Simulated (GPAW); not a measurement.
Runs of GPAW 26.7.0 on ZnO (zincite). The structure is hexagonal, space group P6_3mc (No. 186). Conventional cell: a = 3.249 Å, b = 3.249 Å, c = 5.206 Å, α = 90.00°, β = 90.00°, γ = 120.00°. Around Zn (site symmetry 3m) lie 4 O at 1.97 to 1.98 Å. O (site symmetry 3m) has 4 Zn at 1.97 to 1.98 Å as nearest neighbours. 

```tsv
task	level	potentials or basis	smearing	response ecut	maxiter	response k mesh	response bands	kernels	gap on the mesh (eV)
dielectric tensor	PBE	GPAW PAW data sets (gpaw-data 1.2.1), pw	fermi-dirac 0.001 eV	80 eV	150	13 × 13 × 7	58	["RPA"]	0.80
dielectric tensor	LDA	the program's PAW data sets (release 1.2.1) made for this functional, pw	fermi-dirac 0.001 eV	80 eV	150	13 × 13 × 7	58	["RPA"]	0.73
dielectric tensor	AM05	PAW data sets generated in the run's folder for this functional, pw	fermi-dirac 0.001 eV	80 eV	150	13 × 13 × 7	58	["RPA"]	0.82
single point	PBE	GPAW PAW data sets (gpaw-data 1.2.1), pw	fermi-dirac 0.05 eV	-	120	-	-	-	0.80
dielectric tensor	RPBE	the program's PAW data sets (release 1.2.1) made for this functional, pw	fermi-dirac 0.001 eV	80 eV	150	13 × 13 × 7	58	["RPA"]	(a)
dielectric tensor	PBEsol	PAW data sets generated in the run's folder for this functional, pw	fermi-dirac 0.001 eV	80 eV	150	13 × 13 × 7	58	["RPA"]	0.69
```

Alike in all rows: no spin polarisation; cell as given; k mesh 8 × 8 × 4; cutoff (eV) 650.

Task: Fill in the values left out.

Result: (a) 0.90.

Caveats: the long-wavelength limit can be off by several per cent where d states take part (some runs); an odd mesh through Γ misses points on the zone boundary, where band edges often lie (some runs); the gap is small at this level, which inflates the dielectric constant (some runs).
